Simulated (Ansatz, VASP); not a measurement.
**One calculation of GaAs, two programs**

INCAR

```
ALGO     = Normal         # electronic algorithm
EDIFF    = 1E-7           # SCF threshold, eV
ENCUT    = 520            # plane-wave cutoff, eV
GGA      = PE             # functional
ISIF     = 2              # what is computed and relaxed
ISMEAR   = 0              # smearing method
LASPH    = True           # aspherical terms in the spheres
LCHARG   = False          # write CHGCAR
LREAL    = False          # projectors in reciprocal space
LWAVE    = False          # write WAVECAR
NBANDS   = 16             # bands
NELM     = 100            # most SCF steps
PREC     = Accurate       # precision mode
SIGMA    = 0.011          # smearing width, eV
```

File KPOINTS:

```
k-points
0
Gamma
  8 8 8
```

Contents of POSCAR:

```
GaAs
1.0
    0.0000000000      2.8268500000      2.8268500000
    2.8268500000      0.0000000000      2.8268500000
    2.8268500000      2.8268500000      0.0000000000
As Ga
1 1
Direct
    0.7500000000      0.7500000000      0.7500000000
    0.0000000000      0.0000000000      0.0000000000
```

File input.yaml:

```yaml
crystal:
  lattice:
    - [0.0, 2.82685, 2.82685]
    - [2.82685, 0.0, 2.82685]
    - [2.82685, 2.82685, 0.0]
  atoms:
    - { symbol: As, position: [0.75, 0.75, 0.75] }
    - { symbol: Ga, position: [0.0, 0.0, 0.0] }
hamiltonian:
  xc: pbe
  pseudopotentials: { kind: paw }
kpoints:
  mp_grid: { grid: [8, 8, 8] }
scf:
  occupations: { method: gaussian, width: 0.011 }
output:
  forces: true
  stress: true
  eigenvalues: true
```

Alike in both runs: task single point; functional PBE; k mesh 8 × 8 × 8; occupations gaussian, width 0.011 eV; no spin polarisation.

|  | VASP | Ansatz |
| --- | --- | --- |
| version | VASP 6.6.1 | Ansatz 0.2.0 |
| potentials or method | VASP PAW PBE potentials, release 64 (As, Ga_d) | Ansatz PAW |
| plane-wave cutoff (eV) | 520 | 420 |
| valence electrons in the cell | 18 | 28 |

Ansatz gave:

```
gap on the k mesh at the Fermi level (eV) : 0.52
least direct gap on the mesh (eV)         : 0.52
pressure (GPa)                            : 3.3
```

Question: Which values does VASP return?

Answer: gap on the k mesh at the Fermi level (eV): 0.52; least direct gap on the mesh (eV): 0.52; pressure (GPa): 3.5.

The two sets of potentials don't hold the same shells in valence.

A k mesh can miss the band edges.
